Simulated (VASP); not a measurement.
These are PBE GGA with D3 dispersion (Becke-Johnson damping), VASP's PBE PAW potentials (set 64) (plane waves; VASP) values and carry that method's errors.

A VASP calculation is set up with these files.

### INCAR
```
# general
SYSTEM  =  MgF2
PREC    =  Accurate
ENCUT   =  520   # plane-wave cut-off (eV)
LREAL   =  .False.   # projection in real space or not
LASPH   =  .True.

# electronic loop
EDIFF   =  1E-7   # SCF stop (eV)
NELM    =  100
ALGO    =  Normal

# smearing
ISMEAR  =  -5

# functional
GGA     =  PE   # PBE
IVDW    =  12

# ions
ISIF    =  2

# output
LWAVE   =  .False.
LCHARG  =  .True.
LORBIT  =  11   # lm-projected
NEDOS   =  601

# other
LEFG    =  .True.
```

POSCAR:
```
MgF2
1
    4.6434779625     0.0000000000     0.0000000000
    0.0000000000     4.6434779625     0.0000000000
    0.0000000000     0.0000000000     3.0686650938
Mg F
2 4
Direct
  0.0000000000   0.0000000000   0.0000000000
  0.5000000000   0.5000000000   0.5000000000
  0.3027857233   0.3027857233   0.0000000000
  0.8027857233   0.1972142767   0.5000000000
  0.1972142767   0.8027857233   0.5000000000
  0.6972142767   0.6972142767   0.0000000000
```

KPOINTS:
```
Regular mesh
0
G
 6 6 8
0 0 0
```

POTCAR, in this order: Mg F (PBE.64 set). Program: vasp_std.

Output

File OSZICAR:
```
       N       E                     dE             d eps       ncg     rms          rms(c)
DAV:   1     0.198808525559E+03    0.19881E+03   -0.18298E+04  2120   0.150E+03
DAV:   2    -0.247163940460E+02   -0.22352E+03   -0.21809E+03  2640   0.337E+02
DAV:   3    -0.340566470931E+02   -0.93403E+01   -0.93119E+01  2352   0.713E+01
DAV:   4    -0.341197835821E+02   -0.63136E-01   -0.63120E-01  2280   0.664E+00
DAV:   5    -0.341201702505E+02   -0.38667E-03   -0.38666E-03  2296   0.531E-01    0.100E+01
DAV:   6    -0.314774882249E+02    0.26427E+01   -0.11201E+01  2268   0.256E+01    0.302E+00
DAV:   7    -0.314982535612E+02   -0.20765E-01   -0.12041E-01  2120   0.254E+00    0.190E+00
DAV:   8    -0.315280400779E+02   -0.29787E-01   -0.53714E-02  2252   0.271E+00    0.172E-01
DAV:   9    -0.315290072181E+02   -0.96714E-03   -0.34267E-03  2320   0.440E-01    0.740E-02
DAV:  10    -0.315292428493E+02   -0.23563E-03   -0.24167E-04  2212   0.137E-01    0.147E-02
DAV:  11    -0.315292438744E+02   -0.10251E-05   -0.33117E-05  2324   0.471E-02    0.809E-03
DAV:  12    -0.315292438509E+02    0.23536E-07   -0.10788E-05  2240   0.266E-02    0.281E-03
DAV:  13    -0.315292437522E+02    0.98648E-07   -0.81319E-07  2236   0.734E-03
   1 F= -.32396627E+02 E0= -.32396627E+02  d E =0.000000E+00
```

### OUTCAR
```
------------------------ aborting loop because EDIFF is reached ----------------------------------------
 Edisp (eV)   -0.86738
  FORCE on cell =-STRESS in cart. coord.  units (eV):
  Direction    XX          YY          ZZ          XY          YZ          ZX
  --------------------------------------------------------------------------------------
  Total       0.01562     0.01562    -0.02434     0.00000     0.00000     0.00000
  in kB       0.37824     0.37824    -0.58947     0.00000     0.00000     0.00000
  external pressure =        0.06 kB  Pullay stress =        0.00 kB
  volume of cell :       66.17
      direct lattice vectors                 reciprocal lattice vectors
     4.643477962  0.000000000  0.000000000     0.215355819  0.000000000  0.000000000
     0.000000000  4.643477962  0.000000000     0.000000000  0.215355819  0.000000000
     0.000000000  0.000000000  3.068665094     0.000000000  0.000000000  0.325874597
 POSITION                                       TOTAL-FORCE (eV/Angst)
 -----------------------------------------------------------------------------------
      0.00000      0.00000      0.00000        -0.000000      0.000000      0.000000
      2.32174      2.32174      1.53433        -0.000000      0.000000      0.000000
      1.40598      1.40598      0.00000         0.008969      0.008969      0.000000
      3.72772      0.91576      1.53433         0.008969     -0.008969      0.000000
      0.91576      3.72772      1.53433        -0.008969      0.008969      0.000000
      3.23750      3.23750      0.00000        -0.008969     -0.008969      0.000000
 -----------------------------------------------------------------------------------
    total drift:                                0.000000      0.000000     -0.000000
  FREE ENERGIE OF THE ION-ELECTRON SYSTEM (eV)
  ---------------------------------------------------
  free  energy   TOTEN  =       -32.3966270782 eV

  energy  without entropy=      -32.3966270782  energy(sigma->0) =      -32.39662708

 total charge

# of ion       s       p       d       tot
------------------------------------------
    1        0.123   0.154   0.075   0.351
    2        0.123   0.154   0.075   0.351
    3        1.731   4.429   0.000   6.159
    4        1.731   4.429   0.000   6.159
    5        1.731   4.429   0.000   6.159
    6        1.731   4.429   0.000   6.159
--------------------------------------------------
tot          7.169  18.022   0.149  25.340

 Electric field gradients after diagonalization (V/A^2)
 (convention: |V_zz| > |V_xx| > |V_yy|)
----------------------------------------------------------------------
 ion       V_xx      V_yy      V_zz     asymmetry (V_yy - V_xx)/ V_zz
----------------------------------------------------------------------
   1      -4.481    -2.045     6.526       0.373
   2      -4.481    -2.045     6.526       0.373
   3      32.963    16.387   -49.349       0.336
   4      32.963    16.387   -49.349       0.336
   5      32.963    16.387   -49.349       0.336
   6      32.963    16.387   -49.349       0.336
```
(Selected blocks of OUTCAR.)

The compound is MgF2 in the rutile structure. It was relaxed first.
